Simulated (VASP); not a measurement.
# V: kinetic-energy density

V, Im-3m (no. 229), 1 atom in the cell. PBE; PAW potentials V_sv (PBE set).

## Input

INCAR:
```
SYSTEM = V
PREC = Accurate ; ENCUT = 520
EDIFF = 1E-7 ; ISMEAR = 1
SIGMA = 0.1 ; LREAL = .False.
LASPH = .True. ; ALGO = Normal
NELM = 100 ; ISIF = 2
LWAVE = .False. ; LCHARG = .True.
ISPIN = 2 ; MAGMOM = 2
LORBIT = 11 ; LMAXMIX = 4
LTAU = .True.
```

KPOINTS:
```
k-points
0
Gamma
  10 10 10
```

POSCAR:
```
V
1.0
   -1.5143500000      1.5143500000      1.5143500000
    1.5143500000     -1.5143500000      1.5143500000
    1.5143500000      1.5143500000     -1.5143500000
V
1
Direct
    0.0000000000      0.0000000000      0.0000000000
```

Commands:
```
cat potpaw_PBE.64/V_sv/POTCAR > POTCAR
mpirun -np 1 vasp_std > vasp.out
```

## Result

- Kinetic energy of the pseudo orbitals (eV): 141.19

VASP 6.6.1 took 13 s on 1 core (Intel Xeon Platinum 8488C (Sapphire Rapids)), a shared host.
